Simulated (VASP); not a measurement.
Write the native input for VASP 6.6.1 that does the following.

| Quantity | Value |
| --- | --- |
| Task | electric field gradients |
| Functional | r2SCAN |
| Potentials or basis | VASP PAW PBE potentials, release 64 (C, O) |
| Cutoff | 520 eV |
| k mesh | 4 × 4 × 4 |
| Occupations | fermi-dirac, width 0.02 eV |
| Spin | no spin polarisation |
| Dipole correction | no |
| Further INCAR settings | LREAL = Auto; ALGO = Normal; EDIFF = 1e-08; NBANDS = 82 |

Crystal: CO2.

```
C O
1.0
     4.31415    2.49078    3.53467
    -4.31415    2.49078    3.53467
     0.00000   -4.98155    3.53467
C O
8 16
Direct
  0.00000 0.00000 0.00000
  0.50000 0.50000 0.50000
  0.25000 0.49978 0.00022
  0.00022 0.25000 0.49978
  0.49978 0.00022 0.25000
  0.75000 0.50022 0.99978
  0.99978 0.75000 0.50022
  0.50022 0.99978 0.75000
  0.35061 0.38531 0.88632
  0.88632 0.35061 0.38531
  0.38531 0.88632 0.35061
  0.61368 0.11469 0.14939
  0.11469 0.14939 0.61368
  0.14939 0.61368 0.11469
  0.64939 0.61469 0.11368
  0.11368 0.64939 0.61469
  0.61469 0.11368 0.64939
  0.38632 0.88531 0.85061
  0.88531 0.85061 0.38632
  0.85061 0.38632 0.88531
  0.10950 0.10950 0.10950
  0.39050 0.39050 0.39050
  0.89050 0.89050 0.89050
  0.60950 0.60950 0.60950
```

The cell comes from a database or a generator and needn't be the stable form of this composition.

The input as run:

POSCAR

```
CO2
1.0
    4.3141500000      2.4907756638      3.5346666667
   -4.3141500000      2.4907756638      3.5346666667
    0.0000000000     -4.9815513276      3.5346666667
C O
8 16
Direct
    0.0000000000      0.0000000000      0.0000000000
    0.5000000000      0.5000000000      0.5000000000
    0.2500000000      0.4997807261      0.0002192739
    0.0002192739      0.2500000000      0.4997807261
    0.4997807261      0.0002192739      0.2500000000
    0.7500000000      0.5002192739      0.9997807261
    0.9997807261      0.7500000000      0.5002192739
    0.5002192739      0.9997807261      0.7500000000
    0.3506104755      0.3853058458      0.8863154170
    0.8863154170      0.3506104755      0.3853058458
    0.3853058458      0.8863154170      0.3506104755
    0.6136845830      0.1146941542      0.1493895245
    0.1146941542      0.1493895245      0.6136845830
    0.1493895245      0.6136845830      0.1146941542
    0.6493895245      0.6146941542      0.1136845830
    0.1136845830      0.6493895245      0.6146941542
    0.6146941542      0.1136845830      0.6493895245
    0.3863154170      0.8853058458      0.8506104755
    0.8853058458      0.8506104755      0.3863154170
    0.8506104755      0.3863154170      0.8853058458
    0.1095011987      0.1095011987      0.1095011987
    0.3904988013      0.3904988013      0.3904988013
    0.8904988013      0.8904988013      0.8904988013
    0.6095011987      0.6095011987      0.6095011987
```

INCAR.step1

```
SYSTEM = CO2
ALGO = Normal ; EDIFF = 1E-4
ENCUT = 520 ; GGA = PE
ISMEAR = -1 ; LASPH = .True.
LCHARG = .False. ; LREAL = Auto
LWAVE = .True. ; NBANDS = 82
NELM = 60 ; PREC = Accurate
SIGMA = 0.02
```

INCAR.step2

```
SYSTEM = CO2
ALGO = Normal ; EDIFF = 1E-8
ENCUT = 520 ; ISIF = 2
ISMEAR = -1 ; ISTART = 1
LASPH = .True. ; LCHARG = .False.
LEFG = .True. ; LMIXTAU = .True.
LREAL = Auto ; LWAVE = .False.
METAGGA = R2SCAN ; NBANDS = 82
NELM = 60 ; PREC = Accurate
SIGMA = 0.02
```

KPOINTS

```
k-points
0
Gamma
  4 4 4
  0 0 0
```

Potentials or basis: VASP PAW PBE potentials, release 64 (C, O).

Launch:

```console
$ cat potpaw_PBE.64/C/POTCAR potpaw_PBE.64/O/POTCAR > POTCAR
$ cp INCAR.step1 INCAR
$ mpirun -np 1 vasp_std > vasp.out
$ cp INCAR.step2 INCAR
$ mpirun -np 1 vasp_std > vasp.out
```

It gave:

```json
{
 "Pressure": "13.7 GPa",
 "Largest force": "0.052 eV/Å",
 "Band gap on the k mesh": "6.99 eV, indirect (least direct gap 7.17 eV)"
}
```

Caveat: the standard files for N, O and F lose accuracy on very short bonds; the PAW data sets were made with another functional, which shifts forces and pressure a little.

It took 13 min on 1 thread of Intel(R) Xeon(R) Platinum 8488C (Sapphire Rapids), on a shared host, peak memory 0.42 GiB.
